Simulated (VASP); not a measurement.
# CdF2 (Fm-3m) in VASP: notebook

The runs below take CdF2 through relaxation of cell and atoms, with PBE, LDA.

Everything below comes from runs of VASP 6.6.1. Logs are shortened: lines on timing, memory, paths and dates and some standing lists are left out, and cuts for length are marked.

### Step 1. The crystal as given

It takes space group Fm-3m (No. 225, cubic). Conventional cell: a = 5.489 Å, b = 5.489 Å, c = 5.489 Å, α = 90.00°, β = 90.00°, γ = 90.00°. Cd (site symmetry m-3m) is surrounded by 8 F at 2.38 Å. Around F (site symmetry -43m) lie 4 Cd at 2.38 Å.

### Step 2. Relaxation of cell and atoms, PBE

INCAR reads:

```
PREC = Accurate
ENCUT = 600
EDIFF = 1E-7
ISMEAR = 0
SIGMA = 0.03
LREAL = False
LASPH = True
NELM = 80
ALGO = Normal
ISIF = 3
LWAVE = False
LCHARG = False
GGA = PE
IBRION = 2
NSW = 90
EDIFFG = -0.005
```

KPOINTS reads:

```
regular mesh
0
Gamma
  10 10 10
```

POSCAR reads:

```
CdF2                                    
1.0
   -0.0000000000      2.7447277401      2.7447277401
    2.7447277401      0.0000000000      2.7447277401
    2.7447277401      2.7447277401     -0.0000000000
  Cd              F             
     1     2
Direct
     0.0000000000000000    0.0000000000000000    0.0000000000000000
     0.2500000000000000    0.2500000000000000    0.2500000000000000
     0.7500000000000000    0.7500000000000000    0.7500000000000000
```

Potentials or basis: VASP PAW PBE potentials, release 64 (Cd, F).

Command:

```
$ cat potpaw_PBE.64/Cd/POTCAR potpaw_PBE.64/F/POTCAR > POTCAR
$ mpirun -np 1 vasp_std > vasp.out
```

OUTCAR:

```text
PREC = Accurate
   ENCUT = 600
   EDIFF = 1E-7
   ISMEAR = 0
   LREAL = False
   LASPH = True
   NELM = 80
   ISIF = 3
   GGA = PE
   IBRION = 2
   NSW = 90
   EDIFFG = -0.005

 ion  position               nearest neighbor table
   1  0.000  0.000  0.000-   3 2.38   3 2.38   3 2.38   2 2.38   3 2.38   2 2.38   2 2.38   2 2.38

   2  0.250  0.250  0.250-   1 2.38   1 2.38   1 2.38   1 2.38
   3  0.750  0.750  0.750-   1 2.38   1 2.38   1 2.38   1 2.38

  LATTYP: Found a face centered cubic cell.
 ALAT       =     5.4894554802

  Lattice vectors:

 A1 = (   0.0000000000,   2.7447277401,   2.7447277401)
 A2 = (   2.7447277401,   0.0000000000,   2.7447277401)
 A3 = (   2.7447277401,   2.7447277401,   0.0000000000)

Analysis of symmetry for initial positions (statically):
=====================================================================
 Subroutine PRICEL returns:
 Original cell was already a primitive cell.

 Routine SETGRP: Setting up the symmetry group for a
 face centered cubic supercell.

 Subroutine GETGRP returns: Found 48 space group operations
 (whereof 48 operations were pure point group operations)
 out of a pool of 48 trial point group operations.

The static configuration has the point symmetry O_h .

Analysis of symmetry for dynamics (positions and initial velocities):
=====================================================================
 Subroutine PRICEL returns:
 Original cell was already a primitive cell.

 Routine SETGRP: Setting up the symmetry group for a
 face centered cubic supercell.

 Subroutine GETGRP returns: Found 48 space group operations
 (whereof 48 operations were pure point group operations)
 out of a pool of 48 trial point group operations.

The dynamic configuration has the point symmetry O_h .

 Subroutine INISYM returns: Found 48 space group operations
[... 152 lines left out ...]

  FORCE on cell =-STRESS in cart. coord.  units (eV):
  Direction    XX          YY          ZZ          XY          YZ          ZX
  --------------------------------------------------------------------------------------
  -------------------------------------------------------------------------------------
  Total       -0.0157246     -0.0157246     -0.0157246      0.0000000      0.0000000     -0.0000000
  in kB       -0.6092047     -0.6092047     -0.6092047      0.0000000      0.0000000     -0.0000000
  external PRESSURE =      -0.6092047 kB  Pullay stress =       0.0000000 kB

 VOLUME and BASIS-vectors are now :
 -----------------------------------------------------------------------------
  energy-cutoff  :      600.00
  volume of cell :       41.35
      direct lattice vectors                 reciprocal lattice vectors
     0.000000000  2.744727740  2.744727740    -0.182167431  0.182167431  0.182167431
     2.744727740  0.000000000  2.744727740     0.182167431 -0.182167431  0.182167431
     2.744727740  2.744727740  0.000000000     0.182167431  0.182167431 -0.182167431

 POSITION                                       TOTAL-FORCE (eV/Angst)
 -----------------------------------------------------------------------------------
      0.00000      0.00000      0.00000         0.000000     -0.000000     -0.000000
      1.37236      1.37236      1.37236         0.000000      0.000000      0.000000
      4.11709      4.11709      4.11709        -0.000000     -0.000000     -0.000000
 -----------------------------------------------------------------------------------
    total drift:                                0.000000     -0.000000      0.000000

  FREE ENERGIE OF THE ION-ELECTRON SYSTEM (eV)
  ---------------------------------------------------
  free  energy   TOTEN  =       -10.9092736157 eV

  energy  without entropy=      -10.9092736156  energy(sigma->0) =      -10.90927362

--------------------------------------- Ionic step        2  -------------------------------------------

 number of electron      25.9999993 magnetization

 Free energy of the ion-electron system (eV)
  ---------------------------------------------------
  ext. energy  EPLUGINS =         0.00000000
  ---------------------------------------------------
  free energy    TOTEN  =       -10.90927908 eV

  energy without entropy =      -10.90927908  energy(sigma->0) =      -10.90927908

 E-fermi :  -1.5925     XC(G=0): -10.1148

 val. band max:       -1.7188084099   @ k =  -0.3000   0.5000   0.2000
 cond. band min:       1.1623044612   @ k =   0.0000   0.0000   0.0000
 fundamental gap:      2.8811128711
 Fermi energy:        -1.5924668579

 k-point     1 :       0.0000    0.0000    0.0000
  band No.  band energies     occupation
      1     -22.2275      2.00000
      2     -21.2678      2.00000
      3      -7.1840      2.00000
      4      -7.1840      2.00000
      5      -7.1840      2.00000
      6      -6.2029      2.00000
[... 457 lines left out ...]
      4      -6.6513      2.00000
      5      -6.5792      2.00000
      6      -6.2058      2.00000
[... 9 lines left out ...]
     16      11.3141      0.00000
     17      11.8877      0.00000

 [... further k-points ...]
[... 5 lines left out ...]
  --------------------------------------------------------------------------------------
  -------------------------------------------------------------------------------------
  Total        0.0026512      0.0026512      0.0026512     -0.0000000     -0.0000000      0.0000000
  in kB        0.1027921      0.1027921      0.1027921     -0.0000000     -0.0000000      0.0000000
  external PRESSURE =       0.1027921 kB  Pullay stress =       0.0000000 kB

 VOLUME and BASIS-vectors are now :
 -----------------------------------------------------------------------------
  energy-cutoff  :      600.00
  volume of cell :       41.32
      direct lattice vectors                 reciprocal lattice vectors
     0.000000000  2.744033692  2.744033692    -0.182213506  0.182213506  0.182213506
     2.744033692  0.000000000  2.744033692     0.182213506 -0.182213506  0.182213506
     2.744033692  2.744033692 -0.000000000     0.182213506  0.182213506 -0.182213506

 POSITION                                       TOTAL-FORCE (eV/Angst)
 -----------------------------------------------------------------------------------
      2.74403      5.48807      2.74403         0.000000     -0.000000     -0.000000
      1.37202      1.37202      1.37202         0.000000      0.000000      0.000000
      4.11605      4.11605      4.11605        -0.000000     -0.000000      0.000000
 -----------------------------------------------------------------------------------
    total drift:                               -0.000000     -0.000000      0.000000

  FREE ENERGIE OF THE ION-ELECTRON SYSTEM (eV)
  ---------------------------------------------------
  free  energy   TOTEN  =       -10.9092790847 eV

  energy  without entropy=      -10.9092790847  energy(sigma->0) =      -10.90927908

 reached required accuracy - stopping structural energy minimisation
```

Wall time 66 s (1 thread of AMD EPYC 7R13 (Zen 3), shared host); peak memory 0.17 GiB.

What came out:

```yaml
Free_energy: -10.9093 eV
Relaxed_volume: 13.77 Å³/atom
Relaxed_cell: a = 3.881 Å, b = 3.881 Å, c = 3.881 Å, α = 60.00°, β = 60.00°, γ = 60.00°
Space_group_after_relaxing_to_0.05_Å: Fm-3m (No. 225)
Energy_gained_by_relaxing: 0.0 meV/atom
Ionic_steps: 2
Pressure_after_relaxing: 0.0 GPa
Band_gap_on_the_k_mesh: 2.88 eV, indirect (least direct gap 3.44 eV)
```

Final structure:
```
Cd F
1.0
     0.00000    2.74403    2.74403
     2.74403    0.00000    2.74403
     2.74403    2.74403    0.00000
Cd F
1 2
Direct
  0.00000 0.00000 0.00000
  0.25000 0.25000 0.25000
  0.75000 0.75000 0.75000
```

Levels at points of the mesh, in eV from the valence-band top:
```tsv
k point	band 11	band 12	band 13	band 14	band 15	band 16
(0.00, 0.00, 0.00)	-0.55	-0.55	-0.55	2.88	12.44	12.44
(0.50, 0.00, 0.00)	-1.63	-0.42	-0.42	6.76	8.98	14.02
(0.50, 0.50, 0.00)	-0.39	-0.08	-0.08	7.56	9.36	11.81
```

### Step 3. Relaxation of cell and atoms, PBE

This run uses another cell than the first one, of 13.03 Å³/atom, 0.946 times its volume.

INCAR reads:

```
PREC = Accurate
ENCUT = 300
EDIFF = 1E-6
ISMEAR = 0
SIGMA = 0.03
LREAL = F
LASPH = T
NELM = 80
ALGO = Normal
ISIF = 3
LWAVE = F
LCHARG = F
GGA = PE
IBRION = 2
NSW = 90
EDIFFG = -0.01
```

KPOINTS reads:

```
Automatic mesh
0
Gamma
  5 5 5
```

POSCAR reads:

```
CdF2
1.0
    0.0000000000      2.6940000000      2.6940000000
    2.6940000000      0.0000000000      2.6940000000
    2.6940000000      2.6940000000      0.0000000000
Cd F
1 2
Direct
    0.0000000000      0.0000000000      0.0000000000
    0.2500000000      0.2500000000      0.2500000000
    0.7500000000      0.7500000000      0.7500000000
```

Potentials or basis: VASP PAW PBE potentials, release 64 (Cd, F_s).

Command:

```
$ cat potpaw_PBE.64/Cd/POTCAR potpaw_PBE.64/F_s/POTCAR > POTCAR
$ mpirun -np 1 vasp_std > vasp.out
```

OUTCAR:

```text
PREC = Accurate
   ENCUT = 300
   EDIFF = 1E-6
   ISMEAR = 0
   LREAL = F
   LASPH = T
   NELM = 80
   ISIF = 3
   GGA = PE
   IBRION = 2
   NSW = 90
   EDIFFG = -0.01

 ion  position               nearest neighbor table
   1  0.000  0.000  0.000-   3 2.33   3 2.33   3 2.33   2 2.33   3 2.33   2 2.33   2 2.33   2 2.33

   2  0.250  0.250  0.250-   1 2.33   1 2.33   1 2.33   1 2.33
   3  0.750  0.750  0.750-   1 2.33   1 2.33   1 2.33   1 2.33

  LATTYP: Found a face centered cubic cell.
 ALAT       =     5.3880000000

  Lattice vectors:

 A1 = (   0.0000000000,   2.6940000000,   2.6940000000)
 A2 = (   2.6940000000,   0.0000000000,   2.6940000000)
 A3 = (   2.6940000000,   2.6940000000,   0.0000000000)

Analysis of symmetry for initial positions (statically):
=====================================================================
 Subroutine PRICEL returns:
 Original cell was already a primitive cell.

 Routine SETGRP: Setting up the symmetry group for a
 face centered cubic supercell.

 Subroutine GETGRP returns: Found 48 space group operations
[... 141 lines left out ...]
 NGX is ok and might be reduce to    24
   NGX = 11   NGY = 11   NGZ = 11

--------------------------------------- Ionic step        1  -------------------------------------------

 number of electron      25.9999980 magnetization

 Free energy of the ion-electron system (eV)
  ---------------------------------------------------
  ext. energy  EPLUGINS =         0.00000000
  ---------------------------------------------------
  free energy    TOTEN  =       -10.83967686 eV

  energy without entropy =      -10.83967686  energy(sigma->0) =      -10.83967686

------------------------ aborting loop because EDIFF is reached ----------------------------------------

  FORCE on cell =-STRESS in cart. coord.  units (eV):
  Direction    XX          YY          ZZ          XY          YZ          ZX
  --------------------------------------------------------------------------------------
  -------------------------------------------------------------------------------------
  Total        0.8037265      0.8037265      0.8037265      0.0000000     -0.0000000      0.0000000
  in kB       32.9303303     32.9303303     32.9303303      0.0000000     -0.0000000      0.0000000
  external PRESSURE =      32.9303303 kB  Pullay stress =       0.0000000 kB
[... 61 lines left out ...]
--------------------------------------- Ionic step        3  -------------------------------------------

 number of electron      26.0000027 magnetization

 Free energy of the ion-electron system (eV)
  ---------------------------------------------------
  ext. energy  EPLUGINS =         0.00000000
  ---------------------------------------------------
  free energy    TOTEN  =       -10.84838032 eV

  energy without entropy =      -10.84838032  energy(sigma->0) =      -10.84838032

 E-fermi :  -1.1667     XC(G=0): -10.2971

 val. band max:       -1.3393521651   @ k =  -0.4000   0.4000   0.2000
 cond. band min:       1.7296304434   @ k =   0.0000   0.0000   0.0000
 fundamental gap:      3.0689826085
 Fermi energy:        -1.1667379625

 k-point     1 :       0.0000    0.0000    0.0000
  band No.  band energies     occupation
      1     -21.9390      2.00000
      2     -20.8681      2.00000
      3      -6.7902      2.00000
      4      -6.7902      2.00000
      5      -6.7902      2.00000
      6      -5.6687      2.00000
[... 219 lines left out ...]
  FREE ENERGIE OF THE ION-ELECTRON SYSTEM (eV)
  ---------------------------------------------------
  free  energy   TOTEN  =       -10.8483803163 eV

  energy  without entropy=      -10.8483803163  energy(sigma->0) =      -10.84838032

 reached required accuracy - stopping structural energy minimisation
```

OSZICAR:

```text
N       E                     dE             d eps       ncg     rms          rms(c)
DAV:   1     0.134292233386E+03    0.13429E+03   -0.11883E+04   356   0.104E+03
DAV:   2    -0.968035960733E+01   -0.14397E+03   -0.14202E+03   346   0.340E+02
DAV:   3    -0.125388747890E+02   -0.28585E+01   -0.28546E+01   415   0.543E+01
[... 26 lines left out ...]
DAV:   4    -0.108484986846E+02    0.77001E-03   -0.20491E-03   340   0.586E-01    0.345E-01
DAV:   5    -0.108483969730E+02    0.10171E-03   -0.39674E-04   341   0.268E-01    0.680E-02
DAV:   6    -0.108483772622E+02    0.19711E-04   -0.95815E-05   340   0.202E-01    0.933E-03
DAV:   7    -0.108483804099E+02   -0.31477E-05   -0.94500E-06   342   0.308E-02    0.343E-03
DAV:   8    -0.108483803163E+02    0.93587E-07   -0.25133E-07   170   0.102E-02
   3 F= -.10848380E+02 E0= -.10848380E+02  d E =-.870345E-02
```

It took 6.7 s on 1 thread of AMD EPYC 9R45 (Zen 5), shared host; peak memory 0.1 GiB.

The run converged, but some of its settings lie outside the range that counts as converged, so its numbers aren't taken as properties of the crystal.

What came out:

```
Free energy                            : -10.8484 eV
Relaxed volume                         : 13.32 Å³/atom
Relaxed cell                           : a = 3.838 Å, b = 3.838 Å, c = 3.838 Å, α = 60.00°, β = 60.00°, γ = 60.00°
Space group after relaxing (to 0.05 Å) : Fm-3m (No. 225)
Energy gained by relaxing              : 2.9 meV/atom
Ionic steps                            : 3
Band gap on the k mesh                 : 3.07 eV, indirect (least direct gap 3.50 eV)
```

Caveat: the cutoff is under 1.25 times the usual one of these potentials, so pressure, stress and relaxed cells hold a basis-set (Pulay) error; an odd mesh through Γ misses points on the zone boundary, where band edges often lie.

### Step 4. Relaxation of cell and atoms, PBE

This run uses another cell than the first one, of 13.32 Å³/atom, 0.966 times its volume.

Edit INCAR of step 3 so:

```diff
@@ -2,3 +2,3 @@
 ENCUT = 300
-EDIFF = 1E-6
+EDIFF = 1E-7
 ISMEAR = 0
@@ -15,2 +15,2 @@
 NSW = 90
-EDIFFG = -0.01
+EDIFFG = -0.005
```

KPOINTS is that of step 3.

POSCAR reads:

```
CdF2                                    
1.0
   -0.0000000000      2.7137086251      2.7137086251
    2.7137086251      0.0000000000      2.7137086251
    2.7137086251      2.7137086251      0.0000000000
  Cd              F             
     1     2
Direct
     0.0000000000000000    0.0000000000000000    0.0000000000000000
     0.2500000000000000    0.2500000000000000    0.2500000000000000
     0.7500000000000000    0.7500000000000000    0.7500000000000000
```

Command:

```
$ cat potpaw_PBE.64/Cd/POTCAR potpaw_PBE.64/F_s/POTCAR > POTCAR
$ mpirun -np 1 vasp_std > vasp.out
```

Wall time 6.9 s (1 thread of AMD EPYC 9R45 (Zen 5), shared host); peak memory 0.11 GiB.

The run converged, but some of its settings lie outside the range that counts as converged, so its numbers aren't taken as properties of the crystal.

What came out:

```
Free energy                            : -10.8708 eV
Relaxed volume                         : 13.40 Å³/atom
Relaxed cell                           : a = 3.845 Å, b = 3.845 Å, c = 3.845 Å, α = 60.00°, β = 60.00°, γ = 60.00°
Space group after relaxing (to 0.05 Å) : Fm-3m (No. 225)
Energy gained by relaxing              : 0.2 meV/atom
Ionic steps                            : 3
Band gap on the k mesh                 : 3.05 eV, indirect (least direct gap 3.48 eV)
```

Caveat: the cutoff is under 1.25 times the usual one of these potentials, so pressure, stress and relaxed cells hold a basis-set (Pulay) error; an odd mesh through Γ misses points on the zone boundary, where band edges often lie.

### Step 5. Relaxation of cell and atoms, LDA

This run uses another cell than the first one, of 13.03 Å³/atom, 0.946 times its volume.

INCAR reads:

```
SYSTEM = CdF2
  PREC = Accurate
  ENCUT = 600
  EDIFF = 1E-6
  ISMEAR = 0
  SIGMA = 0.03
  LREAL = .FALSE.
  LASPH = .TRUE.
  NELM = 80
  ALGO = Normal
  ISIF = 3
  LWAVE = .FALSE.
  LCHARG = .FALSE.
  IBRION = 2
  NSW = 90
  EDIFFG = -0.01
```

KPOINTS reads:

```
Automatic mesh
0
G
  10 10 10
  0 0 0
```

POSCAR reads:

```
CdF2
1.0
    0.0000000000      2.6940000000      2.6940000000
    2.6940000000      0.0000000000      2.6940000000
    2.6940000000      2.6940000000      0.0000000000
Cd F
1 2
Direct
    0.0000000000      0.0000000000      0.0000000000
    0.2500000000      0.2500000000      0.2500000000
    0.7500000000      0.7500000000      0.7500000000
```

Potentials or basis: VASP PAW LDA potentials, release 64 (Cd, F).

Command:

```
$ cat potpaw_LDA.64/Cd/POTCAR potpaw_LDA.64/F/POTCAR > POTCAR
$ mpirun -np 1 vasp_std > vasp.out
```

Run time: 51 s. Hardware: 1 thread of Intel Xeon Platinum 8559C (Emerald Rapids), shared host; peak memory 0.18 GiB.

The run converged. Its results:

* Free energy: -12.7457 eV
* Relaxed volume: 12.48 Å³/atom
* Relaxed cell: a = 3.756 Å, b = 3.756 Å, c = 3.756 Å, α = 60.00°, β = 60.00°, γ = 60.00°
* Space group after relaxing (to 0.05 Å): Fm-3m (No. 225)
* Energy gained by relaxing: 8.8 meV/atom
* Ionic steps: 3
* Pressure after relaxing: 0.0 GPa
* Band gap on the k mesh: 2.96 eV, indirect (least direct gap 3.37 eV)

Step by step:
```tsv
step	energy change (eV)	largest force (eV/Å)	pressure (GPa)	volume (Å³)
1	0.0000	0.0000	-4.92	39.10
2	-0.0228	0.0000	2.04	36.88
3	-0.0265	0.0000	0.01	37.45
```

Final structure:
```
Cd F
1.0
     0.00000    2.65556    2.65556
     2.65556    0.00000    2.65556
     2.65556    2.65556    0.00000
Cd F
1 2
Direct
  0.00000 0.00000 0.00000
  0.25000 0.25000 0.25000
  0.75000 0.75000 0.75000
```

Levels at points of the mesh, in eV from the valence-band top:
```csv
k point,band 10,band 11,band 12,band 13,band 14,band 15,band 16,band 17
"(0.00, 0.00, 0.00)",-1.12,-0.41,-0.41,-0.41,2.96,12.51,12.51,12.51
"(0.50, 0.00, 0.00)",-2.07,-2.07,-0.35,-0.35,7.28,8.93,14.52,14.52
"(0.50, 0.50, 0.00)",-3.16,-0.60,-0.09,-0.09,8.11,9.58,11.54,14.32
```
